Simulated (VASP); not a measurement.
Set up this calculation in VASP 6.6.1, as the native input.

| Item | Value |
| --- | --- |
| Task | relaxation of the atoms |
| Functional | PBE |
| Potentials or basis | VASP PAW PBE potentials, release 64 (W) |
| Cutoff | 300 eV |
| k mesh | 8 × 8 × 8 |
| Occupations | methfessel-paxton, width 0.1 eV |
| Spin | no spin polarisation |
| Further INCAR settings | ALGO = Fast; EDIFF = 1e-07; IBRION = 2; EDIFFG = -0.01; NSW = 40 |

The structure of W lies in POSCAR:

```
W                                       
1.0
   -1.5954034411      1.5954034411      1.5954034411
    1.5954034411     -1.5954034411      1.5954034411
    1.5954034411      1.5954034411     -1.5954034411
  W             
     1
Direct
     0.0000000000000000    0.0000000000000000    0.0000000000000000
```

The cell isn't the ideal one: a relaxed cell with its volume scaled by 1.02.

One way to write it, as run:

INCAR

```
SYSTEM = W
PREC = Accurate
ENCUT = 300
EDIFF = 1E-7
ISMEAR = 1
SIGMA = 0.1
LREAL = .FALSE.
LASPH = .TRUE.
NELM = 80
ALGO = Fast
ISIF = 2
LWAVE = .FALSE.
LCHARG = .FALSE.
GGA = PE
IBRION = 2
NSW = 40
EDIFFG = -0.01
```

KPOINTS

```
Automatic mesh
0
G
  8 8 8
  0 0 0
```

Potentials or basis: VASP PAW PBE potentials, release 64 (W).

The run is started by

```console
$ cat potpaw_PBE.64/W/POTCAR > POTCAR
$ mpirun -np 1 vasp_std > vasp.out
```

It gave:

```yaml
Pressure_after_relaxing: -6.1 GPa
Band_gap_on_the_k_mesh: none (metal or under the smearing width)
```

Caveat: the relaxation stopped at its first step, so nothing moved.

It used 2.2 s of CPU time on 1 thread of Intel(R) Xeon(R) Platinum 8488C (Sapphire Rapids) (shared host), which was overloaded at the time.
